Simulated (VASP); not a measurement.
# B (Pm-3m) in VASP: settings compared

One crystal, B, is run at these levels: PBEsol, RPBE, revPBE, BLYP, AM05; tasks: band structure.

All numbers are computed with VASP 6.6.1; they aren't measurements. Logs are shortened: lines on timing, memory, paths and dates and some standing lists are left out, and cuts for length are marked.

### Step 1. The structure

The structure is cubic, space group Pm-3m (No. 221). The conventional cell has a = 1.885 Å, b = 1.885 Å, c = 1.885 Å, α = 90.00°, β = 90.00°, γ = 90.00°. B (site symmetry m-3m) has 6 B at 1.89 Å as nearest neighbours.

The cell was built by a generator and needn't be a form met in nature.

### Step 2. Band structure, PBEsol

The input, INCAR:

```
  PREC = Accurate
  ENCUT = 520
  EDIFF = 1E-6
  ISMEAR = -1
  SIGMA = 0.05
  LREAL = False
  LASPH = True
  NELM = 100
  ALGO = Fast
  ISIF = 2
  LWAVE = False
  LCHARG = False
  GGA = PS
```

The input, KPOINTS:

```
regular mesh
0
Gamma
  14 14 14
```

The input, POSCAR:

```
B
1.0
    1.8852400000      0.0000000000      0.0000000000
    0.0000000000      1.8852400000      0.0000000000
    0.0000000000      0.0000000000      1.8852400000
B
1
Direct
    0.5000000000      0.5000000000      0.5000000000
```

The input, KPOINTS_OPT:

```
path GXMGRX,MR
20
line-mode
reciprocal
 0.0000000000  0.0000000000  0.0000000000  G
 0.0000000000  0.5000000000  0.0000000000  X

 0.0000000000  0.5000000000  0.0000000000  X
 0.5000000000  0.5000000000  0.0000000000  M

 0.5000000000  0.5000000000  0.0000000000  M
 0.0000000000  0.0000000000  0.0000000000  G

 0.0000000000  0.0000000000  0.0000000000  G
 0.5000000000  0.5000000000  0.5000000000  R

 0.5000000000  0.5000000000  0.5000000000  R
 0.0000000000  0.5000000000  0.0000000000  X

 0.5000000000  0.5000000000  0.0000000000  M
 0.5000000000  0.5000000000  0.5000000000  R
```

Potentials or basis: VASP PAW PBE potentials, release 64 (B).

Command:

```console
> cat potpaw_PBE.64/B/POTCAR > POTCAR
> mpirun -np 1 vasp_std > vasp.out
```

OUTCAR:

```text
PREC = Accurate
   ENCUT = 520
   EDIFF = 1E-6
   ISMEAR = -1
   LREAL = False
   LASPH = True
   NELM = 100
   ISIF = 2
   GGA = PS

 ion  position               nearest neighbor table
   1  0.500  0.500  0.500-

  LATTYP: Found a simple cubic cell.
 ALAT       =     1.8852400000

  Lattice vectors:

 A1 = (   1.8852400000,   0.0000000000,   0.0000000000)
 A2 = (   0.0000000000,   1.8852400000,   0.0000000000)
 A3 = (   0.0000000000,   0.0000000000,   1.8852400000)

Analysis of symmetry for initial positions (statically):
=====================================================================
 Subroutine PRICEL returns:
 Original cell was already a primitive cell.

 Routine SETGRP: Setting up the symmetry group for a
 simple cubic supercell.

 Subroutine GETGRP returns: Found 48 space group operations
 (whereof 48 operations were pure point group operations)
 out of a pool of 48 trial point group operations.

The static configuration has the point symmetry O_h .

Analysis of symmetry for dynamics (positions and initial velocities):
=====================================================================
 Subroutine PRICEL returns:
 Original cell was already a primitive cell.

 Routine SETGRP: Setting up the symmetry group for a
 simple cubic supercell.

 Subroutine GETGRP returns: Found 48 space group operations
 (whereof 48 operations were pure point group operations)
 out of a pool of 48 trial point group operations.

The dynamic configuration has the point symmetry O_h .

 Subroutine INISYM returns: Found 48 space group operations
 (whereof 48 operations are pure point group operations),
 and found     1 'primitive' translations

----------------------------------------------------------------------------------------

                                     Primitive cell

  volume of cell :       6.7004

  direct lattice vectors                    reciprocal lattice vectors
     1.885240000  0.000000000  0.000000000     0.530436443  0.000000000  0.000000000
     0.000000000  1.885240000  0.000000000     0.000000000  0.530436443  0.000000000
     0.000000000  0.000000000  1.885240000     0.000000000  0.000000000  0.530436443

  length of vectors
     1.885240000  1.885240000  1.885240000     0.530436443  0.530436443  0.530436443

  position of ions in fractional coordinates (direct lattice)
     0.500000000  0.500000000  0.500000000

  ion indices of the primitive-cell ions
   primitive index   ion index
                 1           1

----------------------------------------------------------------------------------------

 KPOINTS: regular mesh

Automatic generation of k-mesh.
 Grid dimensions read from file:
 generate k-points for:   14   14   14

 Generating k-lattice:

  Cartesian coordinates                     Fractional coordinates (reciprocal lattice)
     0.037888317  0.000000000  0.000000000     0.071428571  0.000000000  0.000000000
     0.000000000  0.037888317  0.000000000     0.000000000  0.071428571  0.000000000
     0.000000000  0.000000000  0.037888317     0.000000000  0.000000000  0.071428571

  Length of vectors
     0.037888317  0.037888317  0.037888317

  Shift w.r.t. Gamma in fractional coordinates (k-lattice)
     0.000000000  0.000000000  0.000000000

 Subroutine IBZKPT returns following result:
 ===========================================

 Found    120 irreducible k-points:

 Following reciprocal coordinates:
            Coordinates               Weight
  0.000000  0.000000  0.000000      1.000000
  0.071429  0.000000  0.000000      6.000000
  0.142857  0.000000  0.000000      6.000000
  0.214286  0.000000  0.000000      6.000000
  0.285714  0.000000  0.000000      6.000000
  0.357143  0.000000  0.000000      6.000000
[... 16 lines left out ...]
  0.285714  0.214286  0.000000     24.000000
  0.357143  0.214286  0.000000     24.000000
 [... further k-points ...]
   k-points           NKPTS =    120   k-points in BZ     NKDIM =    120   number of bands    NBANDS=      5
   number of dos      NEDOS =    301   number of ions     NIONS =      1
   total plane-waves  NPLWV =   2744
   dimension x,y,z NGX =    14 NGY =   14 NGZ =   14
   dimension x,y,z NGXF=    28 NGYF=   28 NGZF=   28
   ions per type =               1
   NGX,Y,Z   is equivalent  to a cutoff of  12.35, 12.35, 12.35 a.u.
   NGXF,Y,Z  is equivalent  to a cutoff of  24.69, 24.69, 24.69 a.u.
 SYSTEM =  unknown system
   PREC   = accura    normal or accurate (medium, high low for compatibility)
   ISTART =      0    job   : 0-new  1-cont  2-samecut
   ICHARG =      2    charge: 1-file 2-atom 10-const
   ISPIN  =      1    spin polarized calculation?
   LNONCOLLINEAR =      F non collinear calculations
   LSORBIT =      F    spin-orbit coupling
   LASPH  =      T    aspherical Exc in radial PAW
   ENCUT  =  520.0 eV  38.22 Ry    6.18 a.u.   3.51  3.51  3.51*2*pi/ulx,y,z
   NELM   =    100;   NELMIN=  2; NELMDL= -5     # of ELM steps
   EDIFF  = 0.1E-05   stopping-criterion for ELM
   LREAL  =      F    real-space projection
   EDIFFG = 0.1E-04   stopping-criterion for IOM
   NSW    =      0    number of steps for IOM
   IBRION =     -1    ionic relax: 0-MD 1-quasi-New 2-CG
   NFREE  =      0    steps in history (QN), initial steepest desc. (CG)
   ISIF   =      2    stress and relaxation
   ISYM   =      2    0-nonsym 1-usesym 2-fastsym
   POTIM  = 0.5000    time-step for ionic-motion
   TEBEG  =    0.0;   TEEND  =   0.0 temperature during run
   PSTRESS=    0.0 pullay stress
   NELECT =       3.0000    total number of electrons
   NUPDOWN=      -1.0000    fix difference up-down
   EMIN   =  10.00;   EMAX   =-10.00  energy-range for DOS
   EFERMI =   0.00;   METHOD = LEGACY
   ISMEAR =    -1;   SIGMA  =   0.05  broadening in eV -4-tet -1-fermi 0-gaus
   EFERMI_NEDOS =   21; number of points for ismear=-14 and -15
   IALGO  =     68    algorithm
   IMIX   =      4    mixing-type and parameters
     AMIX     =   0.40;   BMIX     =  1.00
     AMIX_MAG =   1.60;   BMIX_MAG =  1.00
  volume/ion in A,a.u.               =       6.70        45.22
  Fermi-wavevector in a.u.,A,eV,Ry     =   1.252416  2.366723 21.341361  1.568546
  Thomas-Fermi vector in A             =   2.386317
   LORBIT       =      0    0 simple, 1 ext, 2 COOP (PROOUT), +10 PAW based schemes
   GGA     = PS    functional components
   LHFCALC =     F    Hartree Fock is set to
   AEXX    =    0.0000 exact exchange contribution
   IVDW    =     0    specifies the selected vdW correction
   LEPSILON=     F    determine dielectric tensor
   LRPA    =     F    only Hartree local field effects (RPA)
 non-spin polarized calculation
 RMM-DIIS sequential band-by-band and
  energy-cutoff  :      520.00
  volume of cell :        6.70
 maximum number of plane-waves:       192
   NGX =  7   NGY =  7   NGZ =  7

 number of electron       3.0000000 magnetization

 Free energy of the ion-electron system (eV)
  ---------------------------------------------------
  ext. energy  EPLUGINS =         0.00000000
  ---------------------------------------------------
  free energy    TOTEN  =        -5.97459210 eV

  energy without entropy =       -5.96992855  energy(sigma->0) =       -5.97226032

 E-fermi :   6.9685     XC(G=0): -12.4196

 val. band max:        6.9057125661   @ k =   0.4286   0.2857   0.2857
 cond. band min:       6.9996652142   @ k =   0.4286   0.4286   0.2143
 fundamental gap:      0.0939526482
 Fermi energy:         6.9684567434

 k-point     1 :       0.0000    0.0000    0.0000
  band No.  band energies     occupation
      1      -8.7753      2.00000
      2      20.6223      0.00000
      3      20.6223      0.00000
      4      20.6223      0.00000
      5      31.0613      0.00000

 k-point     2 :       0.0714    0.0000    0.0000
  band No.  band energies     occupation
      1      -8.6020      2.00000
      2      18.9229      0.00000
      3      20.7678      0.00000
      4      20.7678      0.00000
      5      31.2641      0.00000

 k-point     3 :       0.1429    0.0000    0.0000
  band No.  band energies     occupation
      1      -8.0825      2.00000
      2      15.5684      0.00000
      3      21.1926      0.00000
      4      21.1926      0.00000
      5      31.8693      0.00000

 k-point     4 :       0.2143    0.0000    0.0000
  band No.  band energies     occupation
      1      -7.2190      2.00000
      2      11.9789      0.00000
      3      21.8590      0.00000
      4      21.8590      0.00000
      5      32.8647      0.00000

 k-point     5 :       0.2857    0.0000    0.0000
  band No.  band energies     occupation
      1      -6.0164      2.00000
      2       8.5379      0.00000
      3      22.6910      0.00000
      4      22.6910      0.00000
      5      34.2218      0.00000

 k-point     6 :       0.3571    0.0000    0.0000
  band No.  band energies     occupation
      1      -4.4871      2.00000
      2       5.3718      2.00000
      3      23.5539      0.00000
      4      23.5539      0.00000
      5      35.8612      0.00000
[... 113 lines left out ...]
 k-point    21 :       0.5000    0.1429    0.0000
  band No.  band energies     occupation
      1      -0.5070      2.00000
      2       1.3290      2.00000
      3      21.2162      0.00000
      4      24.9974      0.00000
      5      30.5895      0.00000

 k-point    22 :       0.2143    0.2143    0.0000
  band No.  band energies     occupation
      1      -5.6633      2.00000
      2      11.4282      0.00000
      3      16.0182      0.00000
      4      23.0524      0.00000
      5      34.3793      0.00000

 k-point    23 :       0.2857    0.2143    0.0000
  band No.  band energies     occupation
      1      -4.4635      2.00000
      2       9.1804      0.00000
      3      16.0368      0.00000
      4      23.8492      0.00000
      5      31.6987      0.00000

 k-point    24 :       0.3571    0.2143    0.0000
  band No.  band energies     occupation
      1      -2.9384      2.00000
      2       6.4200      1.99997
      3      16.9728      0.00000
      4      24.6688      0.00000
      5      29.1013      0.00000

 [... further k-points ...]

------------------------ aborting loop because EDIFF is reached ----------------------------------------

  FORCE on cell =-STRESS in cart. coord.  units (eV):
  Direction    XX          YY          ZZ          XY          YZ          ZX
  --------------------------------------------------------------------------------------
  -------------------------------------------------------------------------------------
  Total       -0.0940623     -0.0940623     -0.0940623      0.0000000     -0.0000000      0.0000000
  in kB      -22.4919012    -22.4919012    -22.4919012      0.0000000     -0.0000000      0.0000000
  external PRESSURE =     -22.4919012 kB  Pullay stress =       0.0000000 kB

 VOLUME and BASIS-vectors are now :
 -----------------------------------------------------------------------------
  energy-cutoff  :      520.00
  volume of cell :        6.70
      direct lattice vectors                 reciprocal lattice vectors
     1.885240000  0.000000000  0.000000000     0.530436443  0.000000000  0.000000000
     0.000000000  1.885240000  0.000000000     0.000000000  0.530436443  0.000000000
     0.000000000  0.000000000  1.885240000     0.000000000  0.000000000  0.530436443

 POSITION                                       TOTAL-FORCE (eV/Angst)
 -----------------------------------------------------------------------------------
      0.94262      0.94262      0.94262         0.000000      0.000000      0.000000
 -----------------------------------------------------------------------------------
    total drift:                                0.000000      0.000000     -0.000000

  FREE ENERGIE OF THE ION-ELECTRON SYSTEM (eV)
  ---------------------------------------------------
  free  energy   TOTEN  =        -5.9745921011 eV

  energy  without entropy=       -5.9699285460  energy(sigma->0) =       -5.97226032
```

It took 3.5 s on 1 thread of Intel Xeon Platinum 8559C (Emerald Rapids), shared host; peak memory 0.11 GiB.

Results:

- Free energy: -5.9746 eV
- Pressure: -2.2 GPa
- Band gap along the path: none (metal or under the smearing width)

Levels at the corners of the path, in eV from the Fermi level:
```csv
point,band 1,band 2,band 3,band 4,band 5
Γ,-15.74,13.65,13.65,13.65,24.09
X,-8.23,-6.14,17.54,17.54,29.90
X,-8.23,-6.14,17.54,17.54,29.90
M,-1.91,-1.91,4.40,8.10,20.70
M,-1.91,-1.91,4.40,8.10,20.70
Γ,-15.74,13.65,13.65,13.65,24.09
Γ,-15.74,13.65,13.65,13.65,24.09
R,3.47,3.47,3.47,16.57,16.57
R,3.47,3.47,3.47,16.57,16.57
X,-8.23,-6.14,17.54,17.54,29.90
M,-1.91,-1.91,4.40,8.10,20.70
R,3.47,3.47,3.47,16.57,16.57
```

Caveat: the PAW data sets were made with another functional, which shifts forces and pressure a little.

[end of part 1 of 2]
